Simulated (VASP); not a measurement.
Set up this calculation in VASP 6.6.1, as the native input.

```
Task                   : relaxation of cell and atoms
Functional             : revPBE
Potentials or basis    : VASP PAW PBE potentials, release 64 (Te, Sn_d)
Cutoff                 : 600 eV
k mesh                 : 7 × 7 × 7
Occupations            : fermi-dirac, width 0.05 eV
Spin                   : no spin polarisation
Further INCAR settings : ALGO = Fast; EDIFF = 1e-06; IBRION = 2; EDIFFG = -0.01; NSW = 60; ISIF = 3
```

The structure of SnTe lies in POSCAR:

```
SnTe
1.0
    0.0000000000      3.1508500000      3.1508500000
    3.1508500000      0.0000000000      3.1508500000
    3.1508500000      3.1508500000      0.0000000000
Te Sn
1 1
Direct
    0.5000000000      0.5000000000      0.5000000000
    0.0000000000      0.0000000000      0.0000000000
```

One way to write it, as run:

INCAR

```
ALGO     = Fast           # electronic algorithm
EDIFF    = 1E-6           # SCF threshold, eV
EDIFFG   = -0.01          # ionic threshold
ENCUT    = 600            # plane-wave cutoff, eV
GGA      = RE             # functional
IBRION   = 2              # ionic algorithm
ISIF     = 3              # what is computed and relaxed
ISMEAR   = -1             # smearing method
LASPH    = T              # aspherical terms in the spheres
LCHARG   = F              # write CHGCAR
LREAL    = F              # projectors in reciprocal space
LWAVE    = F              # write WAVECAR
NELM     = 80             # most SCF steps
NSW      = 60             # ionic steps
PREC     = Accurate       # precision mode
SIGMA    = 0.05           # smearing width, eV
```

KPOINTS

```
k-points
0
Gamma
  7 7 7
```

Potentials or basis: VASP PAW PBE potentials, release 64 (Te, Sn_d).

Run with:

```console
$ cat potpaw_PBE.64/Te/POTCAR potpaw_PBE.64/Sn_d/POTCAR > POTCAR
$ mpirun -np 1 vasp_std > vasp.out
```

It gave:

```yaml
Relaxed_volume: 33.67 Å³/atom
Relaxed_cell: a = 4.567 Å, b = 4.567 Å, c = 4.567 Å, α = 60.00°, β = 60.00°, γ = 60.00°
Space_group_after_relaxing_to_0.05_Å: Fm-3m (No. 225)
Energy_gained_by_relaxing: 22.8 meV/atom
Ionic_steps: 3
Pressure_after_relaxing: 0.0 GPa
```

Caveat: the PAW data sets were made with another functional, which shifts forces and pressure a little.

Run time: 48 s on 1 thread of Intel(R) Xeon(R) Platinum 8259CL CPU @ 2.50GHz (Skylake/Cascade Lake), with other jobs on the host, peak memory 0.22 GiB.
